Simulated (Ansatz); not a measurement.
MgO: all-electron results

```
Mg O
1.0
     3.31458    0.00000    0.00000
    -1.65729    2.87051    0.00000
     0.00000    0.00000    5.12189
Mg O
2 2
Direct
  0.33333 0.66667 0.99207
  0.66667 0.33333 0.49207
  0.33333 0.66667 0.38393
  0.66667 0.33333 0.88393
```

Atom numbers follow the list: Mg1, Mg2, O3, O4.

The cell was built from the wurtzite type and relaxed in the same program, and has space group P6_3mc; it needn't be a known or the stable phase.

Levels of theory: DFT, PBE, all-electron LAPW, scalar-relativistic (Ansatz 0.2.0); DFT, PBE, PAW with Ansatz's default frozen-core files, scalar-relativistic (Ansatz 0.2.0); DFT, PBE, all-electron PAW with datasets made for the crystal, scalar-relativistic (Ansatz 0.2.0).

For LAPW: a Γ-centred 15×15×8 k mesh, Fermi–Dirac smearing of 0.08 eV, basis error target 1 meV/atom, no spin polarisation. PAW takes a cutoff of 420 eV at this cell. The crystal-made all-electron datasets (AE datasets) take a cutoff of 360 eV at this cell. The Ansatz runs share mesh, smearing and spin set-up. Values come from LAPW unless marked.

```
Band gap                                                                                                               : 3.40 eV, direct at Γ
Löwdin charges (with 0.30 e of the cell spilling out of the atomic basis, so their sizes and signs hang on that basis) : Mg1 1.53, O3 -1.38 e
Bader charges (from the PAW run)                                                                                       : Mg1 +1.70, O3 -1.70 e
Field gradients Vzz (crystal-made datasets)                                                                            : Mg1 0.55 (η = 0.00), O3 -0.13 (η = 0.00) in 10²¹ V/m²
Volume per atom                                                                                                        : 82.2 bohr³
Pressure at this cell                                                                                                  : 0.01 GPa
```
